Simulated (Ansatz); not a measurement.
The crystal is ZrSe2 (1T monolayer).

The cell holds 3 atoms: 1 Zr and 2 Se. Its edges and angles: a = 3.718 Å, b = 3.718 Å, c = 29.400 Å, α = 90.0°, β = 90.0°, γ = 120.0°. Vacuum lies along c.

```xyz
3
Lattice="3.7182 0.0000 0.0000 -1.8591 3.2200 0.0000 0.0000 0.0000 29.4000" Properties=species:S:1:pos:R:3
Zr    0.0000    0.0000   14.7000
Se    0.0000    2.1467   16.2615
Se    1.8591    1.0733   13.1385
```

The structure was relaxed with LDA. The runs that relaxed it are not among those shown. PAW set soft_2, made with PBE.

Gaps computed with Ansatz 0.2.0 without a self-energy: LDA 0.29 eV and LDA+SOC 0.13 eV.

Question: Estimate the G0W0@LDA gap with 6×6×1 mesh, 418 empty bands, screening to 65 eV, default PAW files.

About 1.02 eV: on its mesh the run moves the gap from 0.29 eV by +0.73 eV. Spin-orbit coupling is not in that value; its −0.16 eV at the LDA level would bring it to about 0.86 eV. Bands and cutoff are finite, so the gap is not at the basis limit. The miss can reach some tenths of an eV and take either sign; the mesh is an error of its own. The mesh in the plane is coarse for a sheet; gap and any exciton binding can still move on denser ones. The many-body steps are scalar-relativistic: spin-orbit coupling is not in them.

[Paths, hosts, dates, memory and timing lines, banners, echoed tables and standing remarks are left out of the program output.]

[Logs are printed without paths, hosts, clocks, repeated set-up lines and the standing remarks that a program may print on its own settings, such as how far it seeks lower states.]

[Runs of the session that timed out or met a known fault of the program may be left out.]

[Cells called generated may have been cut or substituted from an entry of the Crystallography Open Database or the Materials Project.]

[Hosts, paths, dates, database ids (printed as entryN), source tags and the programs' standing remarks are cut or masked in the printed files.]
